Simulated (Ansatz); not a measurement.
## ZnS under changes of volume

One of the cells (19.727 Å³/atom); the others are scaled copies at fixed shape and fractional positions:

```xyz
2
Lattice="0.0000 2.7020 2.7020 2.7020 0.0000 2.7020 2.7020 2.7020 0.0000" Properties=species:S:1:pos:R:3 pbc="T T T"
Zn    4.0530    4.0530    4.0530
S     0.0000    0.0000    0.0000
```

```yaml
Program: Ansatz 0.2.0
Functional: BPBE
Potentials_or_basis: Ansatz PAW
Cutoff: "420 eV (not typed: the program's choice for these potentials)"
k_mesh: 9 × 9 × 9
Occupations: fermi-dirac, width 0.05 eV
Spin: no spin polarisation
```

```tsv
volume (Å³/atom)	energy over the lowest point (meV/atom)	pressure (GPa)	gap on the mesh (eV)
18.543	32.12	6.9	2.37
18.938	17.57	4.9	2.28
19.332	7.67	3.1	2.19
19.727	1.96	1.5	2.11
20.121	0.00	0.1	2.02
20.516	?	?	?
20.910	5.86	-2.4	1.86
```

Problem. What does the run at 20.516 Å³/atom give?

Solution. Energy over the lowest point 1.41 meV/atom; pressure -1.2 GPa; gap on the mesh 1.94 eV.

Worked out: A Birch-Murnaghan fit of order 3 (a polynomial in V^(-2/3)) to the other rows has its minimum at 20.15 Å³/atom with B0 = V·E''(V) = 69 GPa and B' = 4.4. It gives 1.41 meV/atom at 20.516 Å³/atom, against the run's 1.41, and -dE/dV = -1.2 GPa, against -1.2. A straight line through the other rows of the gap, of slope -4.25 eV per unit of ln V (its deformation potential), gives 1.94 eV, against the run's 1.94.

Energies are extrapolated to zero smearing.

Caveats: odd divisions of the mesh miss points on the zone boundary, where band edges often lie, so the gap on the mesh can be too wide; the PAW data sets come from PBE, with cores solved anew for the run's functional, which leaves a small shift of forces and pressure.
